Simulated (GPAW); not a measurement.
# TiO2 (P4_2/mnm) in GPAW: notebook, part 2 of 3

GPAW 26.7.0. Earlier steps stand in the parts before.

### 3 Band structure, PBEsol+U

Input file run.py:

```python
from ase import Atoms
from ase.dft.bandgap import bandgap
from ase.io import write
from ase.units import GPa
from gpaw import GPAW, PW, setup_paths

setup_paths.insert(0, '.')

atoms = Atoms(['Ti', 'Ti', 'O', 'O', 'O', 'O'],
              cell=[[4.5998373239, 0.0, 0.0],
                    [0.0, 4.5998373239, 0.0],
                    [0.0, 0.0, 2.95921356]],
              scaled_positions=[[0.0, 0.0, 0.5],
                                [0.5, 0.5, 0.0],
                                [0.30432132, 0.30432132, 0.5],
                                [0.19567868, 0.80432132, 0.0],
                                [0.80432132, 0.19567868, 0.0],
                                [0.69567868, 0.69567868, 0.5]],
              pbc=True)

calc = GPAW(mode=PW(800),
            xc='PBEsol',
            kpts={'size': (4, 4, 7), 'gamma': True},
            occupations={'name': 'fermi-dirac', 'width': 0.05},
            setups={'Ti': ':d,2.0'},
            nbands=43,
            convergence={'density': 1e-05, 'energy': 1e-05},
            maxiter=150,
            txt='gpaw.txt')
atoms.calc = calc
energy = atoms.get_potential_energy()
forces = atoms.get_forces()
stress = atoms.get_stress()
calc.write('gs.gpw')
write('result.traj', atoms)
print(f'Energy: {energy:.6f} eV')
print('Forces (eV/A):')
print(forces.round(4))
print('Stress (GPa):', (stress / GPa).round(3))
print('Fermi level:', round(calc.get_fermi_level(), 4), 'eV')
print(f'Gap: {bandgap(calc)[0]:.4f} eV, direct: {bandgap(calc, direct=True)[0]:.4f} eV')

path = atoms.cell.bandpath('GXMGZRAZ,XR,MA', npoints=100, eps=1e-4)
bs_calc = calc.fixed_density(kpts=path, symmetry='off', nbands=61,
                             convergence={'bands': 'CBM+6.0', 'eigenstates': 1e-6}, txt='bands.txt')
bs = bs_calc.band_structure()
bs.write('bs.json')
print(f'Gap on the path: {bandgap(bs_calc)[0]:.4f} eV')
```

Potentials or basis: PAW data sets generated in the run's folder for this functional, pw.

Run with:

```console
$ gpaw-setup -f PBEsol O Ti
$ OMP_NUM_THREADS=1 python run.py
```

gpaw.txt:

```text
__  _  _
 | _ |_)|_||  |
 |__||  | ||/\| - 26.7.0

Input parameters:
  mode=PW(ecut=800.0),
  convergence={'density': 1e-05, 'energy': 1e-05},
  kpts=MonkhorstPack(size=(4, 4, 7), gamma=True),
  maxiter=150,
  nbands=43,
  occupations=Occupations(name='fermi-dirac', width=0.05),
  setups={'Ti': ':d,2.0'},
  xc=XC(name='PBEsol')

Diagonalizing LCAO Hamiltonian
Converting LCAO to pw mode
    .----------.
   /|          |
  / |          |
 *  |      O   |
 |  .O---------.
 Ti/  O Ti    /
 |/       O  /
 *----------*

Atoms  # Å, Bohr magnetons
|   | symbol |        x |        y |        z |    initial magnetic moments |
|---|--------|----------|----------|----------|-----------------------------|
| 0 |     Ti | 0.000000 | 0.000000 | 1.479607 | ( 0.0000,  0.0000,  0.0000) |
| 1 |     Ti | 2.299919 | 2.299919 | 0.000000 | ( 0.0000,  0.0000,  0.0000) |
| 2 |      O | 1.399829 | 1.399829 | 1.479607 | ( 0.0000,  0.0000,  0.0000) |
| 3 |      O | 0.900090 | 3.699747 | 0.000000 | ( 0.0000,  0.0000,  0.0000) |
| 4 |      O | 3.699747 | 0.900090 | 0.000000 | ( 0.0000,  0.0000,  0.0000) |
| 5 |      O | 3.200009 | 3.200009 | 1.479607 | ( 0.0000,  0.0000,  0.0000) |

Unit cell  # Å
| periodic |        x |        y |        z |  lengths |    angles |
|----------|----------|----------|----------|----------|-----------|
|      yes | 4.599837 | 0.000000 | 0.000000 | 4.599837 | 90.000000 |
|      yes | 0.000000 | 4.599837 | 0.000000 | 4.599837 | 90.000000 |
|      yes | 0.000000 | 0.000000 | 2.959214 | 2.959214 | 90.000000 |

Number of symmetries: 8
Symmetry operations  # r_c * U_cc + t_c -> r_c
|   | kind |            matrix            |
[... 150 lines left out ...]
|iter:   4| |  -51.951885 | -1.80 | -1.32 |
|iter:   5| |  -51.942012 | -2.53 | -1.61 |
|iter:   6| |  -51.922169 | -3.36 | -2.00 |
|iter:   7| |  -51.921415 | -4.31 | -2.77 |
|iter:   8| |  -51.921445 | -5.73 | -3.46 |
|iter:   9| |  -51.921439c| -6.75 | -3.83 |
|iter:  10| |  -51.921437c| -7.11 | -4.04 |
|iter:  11| |  -51.921437c| -7.99c| -4.66 |
|iter:  12| |  -51.921437c| -8.75c| -5.06c|

Converged in 12 steps
Energy contributions relative to reference atoms: (reference = -54531.363041)

Energy contributions:
  Kinetic:          51.883817
  Coulomb:         -63.227879
  Zero:              1.388109
  External:          0.000000
  Xc:              -41.965484
  Entropy:          -0.000000
  Spinorbit:         0.000000
  ----------------------------
  Free energy:     -51.921437
  Extrapolated:    -51.921437

dipole moment: (-14.929756, -14.929756, -26.192529)  # |e|*Ang

Fermi level: 6.622
Eigenvalues  # (at kpt = [0.000, 0.000, 0.000])
| band index |      eig [eV] | occ [0-2] |
|------------|---------------|-----------|
|          0 |       -51.599 |     2.000 |
|        ... |               |           |
|         16 |         1.823 |     2.000 |
|         17 |         2.995 |     2.000 |
|         18 |         2.995 |     2.000 |
|         19 |         3.586 |     2.000 |
|         20 |         4.901 |     2.000 |
|         21 |         5.169 |     2.000 |
[... 8 lines left out ...]
|         30 |        10.563 |     0.000 |
|         31 |        12.318 |     0.000 |
|        ... |               |           |
|         42 |        24.706 |     0.000 |

Gap: 2.138 eV
Transition (v -> c):
  (s=0, k=0, n=23, [0.00, 0.00, 0.00]) -> (s=0, k=0, n=24, [0.00, 0.00, 0.00])
No difference between direct/indirect transitions

Forces  # eV/Ang
|        x |        y |       z |
|----------|----------|---------|
|  0.00000 |  0.00000 | 0.00000 |  # Ti   0
|  0.00000 | -0.00000 | 0.00000 |  # Ti   1
|  0.00077 |  0.00077 | 0.00000 |  # O    2
| -0.00078 |  0.00078 | 0.00000 |  # O    3
|  0.00078 | -0.00078 | 0.00000 |  # O    4
| -0.00077 | -0.00077 | 0.00000 |  # O    5

Stress tensor  # eV/Ang^3
|         x |         y |         z |
|-----------|-----------|-----------|
| -0.003576 | -0.000000 |  0.000000 |
| -0.000000 | -0.003576 |  0.000000 |
|  0.000000 |  0.000000 | -0.007977 |

# Writing to gs.gpw (mode='')
```

stdout:

```text
Energy: -51.921437 eV
Forces (eV/A):
[[ 0.      0.      0.    ]
 [ 0.     -0.      0.    ]
 [ 0.0008  0.0008  0.    ]
 [-0.0008  0.0008  0.    ]
 [ 0.0008 -0.0008  0.    ]
 [-0.0008 -0.0008  0.    ]]
Stress (GPa): [-0.573 -0.573 -1.278  0.     0.    -0.   ]
Fermi level: 6.6225 eV
Gap: 2.1382 eV, direct: 2.1382 eV
Gap on the path: 2.1382 eV
```

bands.txt:

```text
Diagonalizing LCAO Hamiltonian
Converting LCAO to pw mode
convergence criteria:
- Maximum integral of absolute [eigenst]ate change: 1e-06 eV^2 / valence electron
maximum number of iterations: 150

SCF iterations
|iter     | |      energy | eigst |  dens |
[... 106 lines left out ...]
         [0.5       , 0.5       , 0.21428571],
         [0.5       , 0.5       , 0.25      ],
         [0.5       , 0.5       , 0.28571429],
         [0.5       , 0.5       , 0.32142857],
         [0.5       , 0.5       , 0.35714286],
         [0.5       , 0.5       , 0.39285714],
         [0.5       , 0.5       , 0.42857143],
         [0.5       , 0.5       , 0.46428571],
         [0.5       , 0.5       , 0.5       ]])),
  maxiter=150,
  nbands=61,
  occupations=Occupations(name='fermi-dirac', width=0.05),
  setups={'Ti': ':d,2.0'},
  symmetry=Symmetry(point_group=False, time_reversal=False),
  xc=XC(name='PBEsol')
```

Wall time 2.8 min (1 thread of Arm Neoverse V2, shared host); peak memory 0.7 GiB.

Results:

```yaml
Free_energy: -51.9214 eV
Pressure: 0.8 GPa
Band_gap_on_the_k_mesh: 2.14 eV, direct
Band_gap_along_the_path: 2.14 eV, direct
```

Levels at the corners of the path, in eV from the valence-band top:
| point | band 22 | band 23 | band 24 | band 25 | band 26 | band 27 |
| --- | --- | --- | --- | --- | --- | --- |
| Γ | -0.50 | -0.50 | 0.00 | 2.14 | 2.37 | 2.70 |
| X | -1.70 | -0.78 | -0.78 | 2.78 | 2.78 | 3.33 |
| M | -1.39 | -1.15 | -1.15 | 2.15 | 2.15 | 2.82 |
| Γ | -0.50 | -0.50 | 0.00 | 2.14 | 2.37 | 2.70 |
| Z | -2.41 | -1.48 | -1.48 | 3.26 | 3.26 | 3.54 |
| R | -2.06 | -1.08 | -1.08 | 2.17 | 2.17 | 3.58 |
| A | -1.30 | -0.71 | -0.71 | 2.86 | 2.86 | 3.46 |
| Z | -2.41 | -1.48 | -1.48 | 3.26 | 3.26 | 3.54 |
| X | -1.70 | -0.78 | -0.78 | 2.78 | 2.78 | 3.33 |
| R | -2.06 | -1.08 | -1.08 | 2.17 | 2.17 | 3.58 |
| M | -1.39 | -1.15 | -1.15 | 2.15 | 2.15 | 2.82 |
| A | -1.30 | -0.71 | -0.71 | 2.86 | 2.86 | 3.46 |

### 4 Band structure, PBEsol+U

run.py: that of step 3 with these lines changed.

```diff
@@ -24,3 +24,3 @@
             occupations={'name': 'fermi-dirac', 'width': 0.05},
-            setups={'Ti': ':d,2.0'},
+            setups={'Ti': ':d,3.0'},
             nbands=43,
```

Potentials or basis: PAW data sets generated in the run's folder for this functional, pw.

Run with:

```console
$ gpaw-setup -f PBEsol O Ti
$ OMP_NUM_THREADS=1 python run.py
```

gpaw.txt:

```text
__  _  _
 | _ |_)|_||  |
 |__||  | ||/\| - 26.7.0

Input parameters:
  mode=PW(ecut=800.0),
  convergence={'density': 1e-05, 'energy': 1e-05},
  kpts=MonkhorstPack(size=(4, 4, 7), gamma=True),
  maxiter=150,
  nbands=43,
  occupations=Occupations(name='fermi-dirac', width=0.05),
  setups={'Ti': ':d,3.0'},
  xc=XC(name='PBEsol')

Diagonalizing LCAO Hamiltonian
Converting LCAO to pw mode
    .----------.
   /|          |
  / |          |
 *  |      O   |
 |  .O---------.
 Ti/  O Ti    /
 |/       O  /
 *----------*

Atoms  # Å, Bohr magnetons
|   | symbol |        x |        y |        z |    initial magnetic moments |
|---|--------|----------|----------|----------|-----------------------------|
| 0 |     Ti | 0.000000 | 0.000000 | 1.479607 | ( 0.0000,  0.0000,  0.0000) |
| 1 |     Ti | 2.299919 | 2.299919 | 0.000000 | ( 0.0000,  0.0000,  0.0000) |
| 2 |      O | 1.399829 | 1.399829 | 1.479607 | ( 0.0000,  0.0000,  0.0000) |
| 3 |      O | 0.900090 | 3.699747 | 0.000000 | ( 0.0000,  0.0000,  0.0000) |
| 4 |      O | 3.699747 | 0.900090 | 0.000000 | ( 0.0000,  0.0000,  0.0000) |
| 5 |      O | 3.200009 | 3.200009 | 1.479607 | ( 0.0000,  0.0000,  0.0000) |

Unit cell  # Å
| periodic |        x |        y |        z |  lengths |    angles |
|----------|----------|----------|----------|----------|-----------|
|      yes | 4.599837 | 0.000000 | 0.000000 | 4.599837 | 90.000000 |
|      yes | 0.000000 | 4.599837 | 0.000000 | 4.599837 | 90.000000 |
|      yes | 0.000000 | 0.000000 | 2.959214 | 2.959214 | 90.000000 |

Number of symmetries: 8
Symmetry operations  # r_c * U_cc + t_c -> r_c
|   | kind |            matrix            |
|---|------|------------------------------|
| 0 |  E   |  1, 0, 0,  0, 1, 0,  0, 0, 1 |
| 1 |  σ   |  1, 0, 0,  0, 1, 0,  0, 0,-1 |
| 2 |  σ   |  0, 1, 0,  1, 0, 0,  0, 0, 1 |
| 3 |  C2  |  0, 1, 0,  1, 0, 0,  0, 0,-1 |
| 4 |  σ   |  0,-1, 0, -1, 0, 0,  0, 0, 1 |
| 5 |  C2  |  0,-1, 0, -1, 0, 0,  0, 0,-1 |
| 6 |  C2  | -1, 0, 0,  0,-1, 0,  0, 0, 1 |
| 7 |  i   | -1, 0, 0,  0,-1, 0,  0, 0,-1 |

BZ-sampling:
  Number of BZ points: 112
  Number of IBZ points: 28

  Monkhorst-Pack size: [4, 4, 7]
  Monkhorst-Pack shift: [0.125, 0.125, 0.0]

K-points  # in reciprocal-cell coordinates
|     |                                coordinates |     weight |
|-----|--------------------------------------------|------------|
|   0 | (  0.00000000,   0.00000000,   0.00000000) | 0.00892857 |
|   1 | (  0.00000000,   0.00000000,   0.14285714) | 0.01785714 |
|   2 | (  0.00000000,   0.00000000,   0.28571429) | 0.01785714 |
|   3 | (  0.00000000,   0.00000000,   0.42857143) | 0.01785714 |
|   4 | (  0.25000000,  -0.25000000,   0.00000000) | 0.01785714 |
|   5 | (  0.25000000,  -0.25000000,   0.14285714) | 0.03571429 |
[... 83 lines left out ...]
Reference energy: -54531.363041  # eV

eigensolver:
  PPCG
  Converge bands: occupied
  niter=2

density mixing:
  MSR1-Mixer
  Pratt-step length: 0.05
  Maximum mixing coefficient: 0.75
  Old densities: 10
  SVD Regularization: 0.005
  Good broyden scale: 1.0
  Trust region scale: 1.0
  Backstep threshold: 4.0
  History deletion threshold: 6.0
  Fourier metric: weight=20.0, sigma=0.015

occupation numbers:
  Fermi-Dirac:
    width: 0.0500  # eV

poisson solver:
  ecut: 6400.0  # eV

xc functional:
  name: PBEsol with 2 nearest neighbor stencil

convergence criteria:
- Maximum integral of absolute [dens]ity change: 1e-05 electrons / valence electron
- Maximum [total energy] change in last 3 cyles: 1e-05 eV / valence electron
- Maximum integral of absolute [eigenst]ate change: 4e-08 eV^2 / valence electron
maximum number of iterations: 150

SCF iterations
|iter     | |      energy | eigst |  dens |
|---------|-|-------------|-------|-------|
|iter:   1| |  -60.852162 | +0.04 |       |
|iter:   2| |  -57.702328 | -1.76 | -0.78 |
|iter:   3| |  -51.060738 | -0.54 | -0.84 |
|iter:   4| |  -50.627714 | -1.82 | -1.34 |
|iter:   5| |  -50.643697 | -2.49 | -1.62 |
|iter:   6| |  -50.616463 | -3.29 | -1.99 |
|iter:   7| |  -50.615340 | -4.13 | -2.70 |
|iter:   8| |  -50.615399 | -5.70 | -3.43 |
|iter:   9| |  -50.615397c| -6.69 | -3.77 |
|iter:  10| |  -50.615396c| -7.15 | -4.13 |
|iter:  11| |  -50.615396c| -8.32c| -5.00c|

Converged in 11 steps
Energy contributions relative to reference atoms: (reference = -54531.363041)

Energy contributions:
  Kinetic:          50.920079
  Coulomb:         -62.447565
  Zero:              1.435360
  External:          0.000000
  Xc:              -40.523270
  Entropy:          -0.000000
  Spinorbit:         0.000000
  ----------------------------
  Free energy:     -50.615396
  Extrapolated:    -50.615396

dipole moment: (-14.953392, -14.953392, -26.205031)  # |e|*Ang

Fermi level: 6.758
Eigenvalues  # (at kpt = [0.000, 0.000, 0.000])
| band index |      eig [eV] | occ [0-2] |
|------------|---------------|-----------|
|          0 |       -51.838 |     2.000 |
|        ... |               |           |
|         16 |         1.897 |     2.000 |
|         17 |         3.039 |     2.000 |
|         18 |         3.039 |     2.000 |
|         19 |         3.631 |     2.000 |
|         20 |         4.956 |     2.000 |
|         21 |         5.234 |     2.000 |
[... 8 lines left out ...]
|         30 |        10.824 |     0.000 |
|         31 |        12.422 |     0.000 |
|        ... |               |           |
|         42 |        24.712 |     0.000 |

Gap: 2.304 eV
Transition (v -> c):
  (s=0, k=0, n=23, [0.00, 0.00, 0.00]) -> (s=0, k=0, n=24, [0.00, 0.00, 0.00])
No difference between direct/indirect transitions

Forces  # eV/Ang
|        x |        y |       z |
|----------|----------|---------|
| -0.00000 |  0.00000 | 0.00000 |  # Ti   0
| -0.00000 | -0.00000 | 0.00000 |  # Ti   1
| -0.01015 | -0.01015 | 0.00000 |  # O    2
|  0.01015 | -0.01015 | 0.00000 |  # O    3
| -0.01015 |  0.01015 | 0.00000 |  # O    4
|  0.01015 |  0.01015 | 0.00000 |  # O    5

Stress tensor  # eV/Ang^3
|         x |         y |         z |
|-----------|-----------|-----------|
| -0.008645 | -0.000000 |  0.000000 |
| -0.000000 | -0.008645 |  0.000000 |
|  0.000000 |  0.000000 | -0.019621 |

# Writing to gs.gpw (mode='')
```

stdout:

```text
Energy: -50.615396 eV
Forces (eV/A):
[[-0.      0.      0.    ]
 [-0.     -0.      0.    ]
 [-0.0101 -0.0101  0.    ]
 [ 0.0101 -0.0101  0.    ]
 [-0.0101  0.0101  0.    ]
 [ 0.0101  0.0101  0.    ]]
Stress (GPa): [-1.385 -1.385 -3.144  0.     0.    -0.   ]
Fermi level: 6.7585 eV
Gap: 2.3042 eV, direct: 2.3042 eV
Gap on the path: 2.3042 eV
```

bands.txt:

```text
Diagonalizing LCAO Hamiltonian
Converting LCAO to pw mode
convergence criteria:
- Maximum integral of absolute [eigenst]ate change: 1e-06 eV^2 / valence electron
maximum number of iterations: 150

SCF iterations
|iter     | |      energy | eigst |  dens |
[... 106 lines left out ...]
         [0.5       , 0.5       , 0.21428571],
         [0.5       , 0.5       , 0.25      ],
         [0.5       , 0.5       , 0.28571429],
         [0.5       , 0.5       , 0.32142857],
         [0.5       , 0.5       , 0.35714286],
         [0.5       , 0.5       , 0.39285714],
         [0.5       , 0.5       , 0.42857143],
         [0.5       , 0.5       , 0.46428571],
         [0.5       , 0.5       , 0.5       ]])),
  maxiter=150,
  nbands=61,
  occupations=Occupations(name='fermi-dirac', width=0.05),
  setups={'Ti': ':d,3.0'},
  symmetry=Symmetry(point_group=False, time_reversal=False),
  xc=XC(name='PBEsol')
```

Wall time 2.8 min (1 thread of Arm Neoverse V2, shared host); peak memory 0.7 GiB.

What came out:

- Free energy: -50.6154 eV
- Pressure: 2.0 GPa
- Largest force: 0.014 eV/Å
- Band gap on the k mesh: 2.30 eV, direct
- Band gap along the path: 2.30 eV, direct

Forces in eV/Å, atoms in the order of the input:
```
Ti   0.000  0.000  0.000
Ti   0.000  0.000  0.000
O   -0.010 -0.010  0.000
O    0.010 -0.010  0.000
O   -0.010  0.010  0.000
O    0.010  0.010  0.000
```

Stress tensor (GPa, compression positive):
```
1.39 0.00 0.00
0.00 1.39 0.00
0.00 0.00 3.14
```

Levels at the corners of the path, in eV from the valence-band top:
| point | band 21 | band 22 | band 23 | band 24 | band 25 | band 26 | band 27 | band 28 |
| --- | --- | --- | --- | --- | --- | --- | --- | --- |
| Γ | -0.79 | -0.52 | -0.52 | 0.00 | 2.30 | 2.51 | 2.88 | 2.97 |
| X | -1.71 | -1.71 | -0.79 | -0.79 | 2.94 | 2.94 | 3.52 | 3.52 |
| M | -1.42 | -1.42 | -1.18 | -1.18 | 2.31 | 2.31 | 2.99 | 2.99 |
| Γ | -0.79 | -0.52 | -0.52 | 0.00 | 2.30 | 2.51 | 2.88 | 2.97 |
| Z | -2.41 | -2.41 | -1.50 | -1.50 | 3.42 | 3.42 | 3.74 | 3.74 |
| R | -2.05 | -2.05 | -1.10 | -1.10 | 2.33 | 2.33 | 3.79 | 3.79 |
| A | -1.29 | -1.29 | -0.73 | -0.73 | 3.03 | 3.03 | 3.61 | 3.61 |
| Z | -2.41 | -2.41 | -1.50 | -1.50 | 3.42 | 3.42 | 3.74 | 3.74 |
| X | -1.71 | -1.71 | -0.79 | -0.79 | 2.94 | 2.94 | 3.52 | 3.52 |
| R | -2.05 | -2.05 | -1.10 | -1.10 | 2.33 | 2.33 | 3.79 | 3.79 |
| M | -1.42 | -1.42 | -1.18 | -1.18 | 2.31 | 2.31 | 2.99 | 2.99 |
| A | -1.29 | -1.29 | -0.73 | -0.73 | 3.03 | 3.03 | 3.61 | 3.61 |

(Part 2 of 3 ends here.)
